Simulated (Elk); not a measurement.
# Dielectric function and optical constants of AgBr, part 2 of 2

Wanted: where AgBr starts to absorb, how strongly, and its refractive index. The cell comes from an older database entry, whose edges can differ from later determinations, mostly by under a per cent.

Elk 11.2.3 (patched build); DFT, PBE, all-electron APW+lo, Dirac cores, scalar-relativistic bands, independent-particle optical response without local fields.

So far. Step 2 (Ground state): There is a gap, 0.64 eV on this mesh (points off the mesh can give less), so no carriers' term is needed.

The database entry behind the starting cell differs from later determinations by our own check (about 0.6 % short of the room-temperature cell), so it need not match the best structure at ambient conditions.

**3. Independent particles**

With the density converged, the vertical transitions are summed over the zone.

This step: DFT, PBE, all-electron APW+lo, Dirac cores, scalar-relativistic bands, independent-particle optical response without local fields (Elk 11.2.3 (patched build)).

elk.in reads:

```
tasks
  121

optcomp
  1 1

xctype
  20

nempty
  14

lorbcnd
  .true.

rgkmax
  7.0

swidth
  0.0036749

wplot
  400 100 0
  0.0 0.80849

sppath
  './'

avec
  0.000000000000 5.423797436595 5.423797436595
  5.423797436595 0.000000000000 5.423797436595
  5.423797436595 5.423797436595 0.000000000000

atoms
  2
  'Ag.in'
  1
  0.000000000000 0.000000000000 0.000000000000   0.000 0.000 0.000
  'Br.in'
  1
  0.500000000000 0.500000000000 0.500000000000   0.000 0.000 0.000

ngridk
  10 10 10
```

Launch:

```sh
> OMP_NUM_THREADS=4 elk
```

What it wrote:

```text
┌─────────────────────────────────┐
│ Elk code version 11.2.3 started │
└─────────────────────────────────┘

Info(readinput): the functional depends on the density's gradient
 muffin-tin radial points multiplied by    2.00000
 (not where nrmtscf is given)

┌────────────────────┐
│ Current task : 121 │
└────────────────────┘

Info(dielectric):
 dielectric tensor written to EPSILON_ij.OUT
 optical conductivity written to SIGMA_ij.OUT
 for components
  i = 1, j = 1

┌──────────────────┐
│ Elk code stopped │
└──────────────────┘
```

The job ended after 1.8 s (4 threads of Arm Neoverse V2, shared host; peak memory 0.04 GiB; 7.4 s of CPU time).

Read-outs, printed or worked out from the files:

* electronic dielectric constant ε∞, mean over x, y and z (by symmetry where fewer were run): 6.329
* main peak of Im epsilon, first axis: 4.372 eV

Values under the direct gap are tails of Lorentzian lines. The Im ε, E ∥ x by photon energy; read off at these points:

```
photon energy (eV)  Im ε, E ∥ x
              0.00            0
              0.50       0.0218
              1.00       0.0479
              1.50       0.0872
              2.00        0.168
              2.50        0.701
              3.00         2.43
              3.50         4.66
              4.00         9.78
              4.35         13.1
              4.50         10.2
              4.73         11.1
              5.00         6.27
              5.50         4.82
              5.61         5.50
              6.00         3.97
              6.27         5.71
              6.50         3.49
              7.00         3.68
              7.50         5.17
              8.00         4.60
              8.50         4.21
              9.00         3.68
              9.50         3.91
             10.00         3.65
             10.50         3.70
             11.00         3.08
             11.50         2.57
             12.00         2.36
             12.50         1.45
             13.00         1.12
             13.50        0.992
             14.00        0.916
             14.50         1.06
             15.00         1.13
             15.50         1.13
             16.00         1.03
             16.50         1.09
             17.00        0.833
             17.50        0.999
             18.00         1.09
             18.50        0.944
             19.00        0.914
             19.50        0.849
             20.00        0.813
             20.50        0.605
             21.00        0.617
             21.50        0.434
```

Re ε, E ∥ x against photon energy:

photon energy (eV), Re ε, E ∥ x and a bar from the least value:
```
        0        6.3 ####################
        1        6.6 #####################
        2        7.5 ########################
        3        8.8 ###########################
        4        9.7 ##############################
        5       -0.8 
        6        1.8 ########
        7        2.3 #########
        8        0.6 ####
        9        0.4 ####
       10        0.2 ###
       11       -0.2 ##
       12       -0.7 
       13       -0.5 #
       14       -0.1 ##
       15        0.3 ###
       16        0.2 ###
       17        0.3 ###
       18        0.2 ###
       19        0.1 ###
       20        0.2 ###
       21        0.2 ###
```

The reflectivity at normal incidence, E ∥ x has structure finer than the step of the table below, so its rows give means over 1 eV, whole bins alone (the curve runs from 0 to 21.9 eV). Peaks (eV: height): 4.4: 42.1, 4.9: 42.4, 6.3: 30.2, 10.6: 33.5, 11.6: 33.7, 12.4: 38.6, 12.9: 34.2.

Table of reflectivity at normal incidence, E ∥ x by photon energy; means over each step:

```
photon energy (eV)  reflectivity at normal incidence, E ∥ x (%)
                 1                                         19.3
                 2                                         21.8
                 3                                         26.8
                 4                                         34.8
                 5                                         34.3
                 6                                         25.3
                 7                                         19.6
                 8                                         26.1
                 9                                         24.2
                10                                         27.1
                11                                         30.6
                12                                         33.4
                13                                         30.1
                14                                         17.0
                15                                         12.5
                16                                         11.8
                17                                         10.4
                18                                         10.5
                19                                         11.8
                20                                         11.6
                21                                         9.89
```

The loss function −Im 1/ε at q → 0, E ∥ x has structure finer than the step of the table below, so its rows give means over 1 eV, whole bins alone (the curve runs from 0 to 21.9 eV). Peaks (eV: height): 13.4: 1.16, 14.1: 1.17, 16.8: 1.07, 19.2: 1.31, 20.4: 1.47, 21.3: 1.62.

Values under the direct gap are tails of Lorentzian lines. Table of loss function −Im 1/ε at q → 0, E ∥ x by energy loss; means over each step:

```
energy loss (eV)  loss function −Im 1/ε at q → 0, E ∥ x
               1                                0.00114
               2                                0.00353
               3                                 0.0234
               4                                 0.0501
               5                                  0.143
               6                                  0.194
               7                                  0.205
               8                                  0.200
               9                                  0.260
              10                                  0.259
              11                                  0.324
              12                                  0.396
              13                                  0.756
              14                                  0.976
              15                                  0.891
              16                                  0.931
              17                                  0.937
              18                                  0.917
              19                                   1.05
              20                                   1.24
              21                                   1.41
```

Table of refractive index n and extinction k by photon energy:

```
photon energy (eV)      n        k
               0.0   2.52        0
               0.5   2.53  0.00431
               1.0   2.56  0.00936
               1.5   2.62   0.0166
               2.0   2.74   0.0307
               2.5   2.97    0.118
               3.0   2.99    0.406
               3.5   3.26    0.715
               4.0   3.42     1.43
               4.5   2.62     1.95
               5.0   1.66     1.89
               5.5   1.93     1.25
               6.0   1.75     1.13
               6.5   1.44     1.21
               7.0   1.81     1.01
               7.5   1.97     1.31
               8.0   1.62     1.42
               8.5   1.55     1.36
               9.0   1.43     1.28
               9.5   1.49     1.32
              10.0   1.39     1.31
              10.5   1.21     1.53
              11.0   1.21     1.28
              11.5  0.955     1.34
              12.0  0.929     1.27
              12.5  0.618     1.17
              13.0  0.599    0.931
              13.5  0.725    0.684
              14.0  0.642    0.713
              14.5  0.821    0.645
              15.0  0.874    0.649
              15.5  0.853    0.661
              16.0  0.790    0.650
              16.5  0.893    0.609
              17.0  0.778    0.535
              17.5  0.852    0.587
              18.0  0.818    0.667
              18.5  0.833    0.566
              19.0  0.721    0.634
              19.5  0.766    0.555
              20.0  0.722    0.563
              20.5  0.688    0.440
              21.0  0.666    0.464
              21.5  0.672    0.323
```

Optical constants at common wavelengths, from n + ik = √ε:

```
wavelength (nm)     n      k  R (%)     1/α
           1550  2.54  0.007   19.0   17 µm
           1064  2.58  0.011   19.4  7.4 µm
            800  2.63  0.018   20.2  3.6 µm
            532  2.87  0.058   23.3  725 nm
            450  3.12  0.282   26.8  127 nm
            405  2.96  0.374   25.2   86 nm
            248  1.66  1.894   37.7   10 nm
```

Below the direct gap, k and the depth come from the tails of the Lorentzian lines, not from transitions.

Rows near the edge hang on the gap, which this functional as a rule makes too small, and phonon-assisted absorption is left out.

**4. Summary of results**

```
electronic dielectric constant ε∞, mean over x, y and z (by symmetry where fewer were run) (independent particles) : 6.33
main peak of Im epsilon, first axis                                                                                : 4.37 eV
```

At this level (PBE, independent particles) AgBr has ε∞ = 6.33 and n = 2.54 at 1550 nm, and Im ε peaks at 4.4 eV. On the mesh the gap is 0.64 eV and the least direct gap 2.58 eV, so on this mesh the band edges lie at different points. Distinct maxima of Im ε, read by a parabola through the highest points, lie at 4.01 eV (10.0), 4.37 eV (13), 4.75 eV (11) and 6.29 eV (5.8). Excitons and phonon-assisted transitions are missing, and so are local fields; PBE gaps are as a rule too small, which pulls the onset down and ε∞ up. The sum runs over mesh points, so small or evenly spaced maxima can still be ripples of the mesh.

[Machine, clock and banner lines and Python warnings are left out of the logs.]

[Logs are printed without paths, hosts, clocks, repeated set-up lines and the standing remarks that a program may print on its own settings, such as how far it seeks lower states.]

[Hosts, paths, dates, database ids (printed as entryN), source tags and the programs' standing remarks are cut or masked in the printed files.]
